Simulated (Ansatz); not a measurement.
Computed with DFT PBE, scalar-relativistic, plane waves, PAW in Ansatz. Several structures of HfSi₃O₈ were relaxed, and the powder pattern of one of them was computed from 10° to 70° in 2θ (λ = 1.5406 Å; lines under 1 % are left out).

Cu Kα1 powder pattern (kinematic, no thermal factors).
2θ (°) (relative intensity): 15.45 (60), 20.20 (78), 25.53 (100), 28.10 (79), 29.33 (65), 31.18 (17), 32.22 (26), 33.31 (30), 37.44 (86), 41.07 (20), 42.47 (2), 43.33 (41), 44.12 (30), 45.36 (27), 46.99 (3), 47.55 (9), 48.20 (22), 49.75 (21), 52.16 (15), 52.45 (18), 56.07 (50), 56.15 (11), 56.85 (5), 57.47 (41), 58.10 (12), 60.51 (4), 60.83 (12), 63.17 (4), 63.49 (5), 64.60 (8), 65.03 (11), 65.78 (10), 66.41 (8), 67.42 (2), 67.81 (7), 68.32 (10), 68.64 (6), 68.86 (7), 69.08 (4), 69.94 (5)

Question: Which structure gives it?
A. Space group C2 (No. 5), monoclinic, a = 7.531 Å, b = 7.669 Å, c = 7.592 Å, β = 90.0°. Hf is surrounded by 4 O at 1.94–1.95 Å; Si on a site of symmetry 1 is surrounded by 4 O at 1.62–1.63 Å; around O on its first site lie 1 Si at 1.62 Å and 1 Hf at 1.95 Å; 4 more sites not described.
B. Space group Cmmm (No. 65), orthorhombic, a = 6.086 Å, b = 6.345 Å, c = 5.732 Å. Around Hf lie 6 O at 2.03–2.07 Å and 2 Si at 2.87 Å; around Si on a site of symmetry mm2 lie 6 O at 1.80–1.87 Å; O on a site of symmetry m is surrounded by 2 Si at 1.77–1.80 Å and 1 Hf at 2.03 Å; 3 more sites not described.
C. Space group P-4m2 (No. 115), tetragonal, a = 5.501 Å, c = 7.986 Å. Around Hf lie 4 O at 1.93 Å; Si on a site of symmetry 2mm has 4 O at 1.62–1.63 Å; around O on its first site lie 1 Si at 1.62 Å and 1 Hf at 1.93 Å; 2 more sites not described.

Answer: B. Its strongest line, at 2θ = 25.53°, has d = λ/(2 sin θ) = 3.487 Å and is the (1 1 1) reflection of the conventional Cmmm cell with a = 6.086 Å, b = 6.345 Å, c = 5.732 Å. The others have their strongest lines at 20.2° (A); 19.6° (C).

The cells needn't be stable.
